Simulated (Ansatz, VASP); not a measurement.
One calculation of Si, two programs

```
Si
1.0
     0.00000    2.00000    2.00000
     2.00000    0.00000    2.00000
     2.00000    2.00000    0.00000
Si
1
Direct
  0.00000 0.00000 0.00000
```

Alike in both runs: task relaxation of cell and atoms; functional LDA; k mesh 18 × 18 × 18; occupations fermi-dirac, width 0.08 eV; no spin polarisation.

|  | VASP | Ansatz |
| --- | --- | --- |
| version | VASP 6.6.1 | Ansatz 0.2.0 |
| potentials or method | VASP PAW LDA potentials, release 64 (Si) | PAW with Ansatz's default frozen-core files, scalar-relativistic |
| plane-wave cutoff (eV) | 600 | 420 |
| valence electrons in the cell | 4 | 4 |

VASP gave:

```
relaxed volume (Å³/atom)                                     : 13.99
relaxed cell length with the largest relative difference (Å) : 2.704
energy change over the relaxation (meV/atom)                 : -67
```

Q: Estimate Ansatz's values.

A: Relaxed volume (Å³/atom): 13.98; relaxed cell length with the largest relative difference (Å): 2.704; energy change over the relaxation (meV/atom): -67.
